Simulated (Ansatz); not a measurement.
Structure types of HfO$_{2}$ compared at 88 GPa

Structure types of HfO$_{2}$ are relaxed in primitive cells with their symmetry kept at 88 GPa, on PAW files; LAPW relaxes the small cells further and takes the PAW cell for the others (marked *). The enthalpy is E + pV at zero temperature, without zero-point motion. Only the types listed were tried, and differences under about 5 meV/atom are mesh noise. The real phase may be another.

Computed with Ansatz 0.2.0; functional PBE, scalar-relativistic. Settings: Fermi–Dirac smearing of 0.05 eV, no spin polarisation. Methods: LAPW: all electrons, basis error target 0.5 meV/atom; PAW: frozen-core files, cutoff 420 eV.

k meshes: fluorite 12×12×12, rutile 7×7×11, CdI2 13×13×7.

Spin–orbit coupling is left out, which matters for the heavy atoms.

Which type is lowest in enthalpy, and by how much?

fluorite, 662 meV/atom below CdI2. The whole table:

```csv
start type,ends as,"a, b, c (Å)",V (Å³/atom),"H − H(lowest), LAPW (meV/atom)","same, PAW"
fluorite,"fluorite, Fm-3m","4.732, 4.732, 4.732",8.83,0.0,0.0
rutile*,"rutile, P4_2/mnm","4.407, 4.407, 3.084",9.98,706.5,705.7
CdI2,"CdI2, P-3m1","3.090, 3.090, 3.301",9.10,662.5,662.5
```

Split the lead of fluorite over CdI2 into energy and pV.

For CdI2 less fluorite: ΔE = +514.3 meV/atom, and p·ΔV = 88 GPa × +0.2697 Å³ × 6.242 meV/(GPa·Å³) = +148.1 meV/atom, together 662.4 meV/atom. fluorite wins on both counts.
